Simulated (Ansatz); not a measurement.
# Rutile GeO₂

Method: PBE0 in Ansatz (PAW).

Numerical settings: plane-wave cutoff 460 eV, 6×6×8 k mesh (along the axes of the cell as run), Fermi–Dirac smearing 0.01 eV, scalar-relativistic PAW data made under PBE.

Cell (measured lattice):

GeO2 is taken in the tetragonal space group P4₂/mnm (No. 136), the rutile structure, Pearson symbol tP6. Cell: a = 4.397 Å, b = 4.397 Å, c = 2.863 Å, α = 90.00°, β = 90.00°, γ = 90.00°. Ge on 2a is surrounded by 6 O at 1.874–1.900 Å (octahedral). O on 4f is surrounded by 3 Ge at 1.874–1.900 Å (trigonal planar). (Neighbours: up to the widest gap in distance over summed covalent radii, below 1.35, at either atom.)

```yaml
band_gap: 4.59 eV (on the SCF k mesh) (direct)
```

Measured, for comparison: band gap 4.68 eV (temperature not stated, no zero-point or thermal correction, direct (forbidden), UV absorption; as tabulated in Mengle et al. (2019), arXiv:1905.10301).

Note: cell and atoms aren't relaxed at this level (largest force component 0.06 eV/Å, pressure 0.9 GPa).

Spin–orbit coupling is not included.

Static lattice: no zero-point or thermal effects.

The result took very roughly 3 core-minutes.

Ansatz is a quantum-chemistry and plane-wave program.
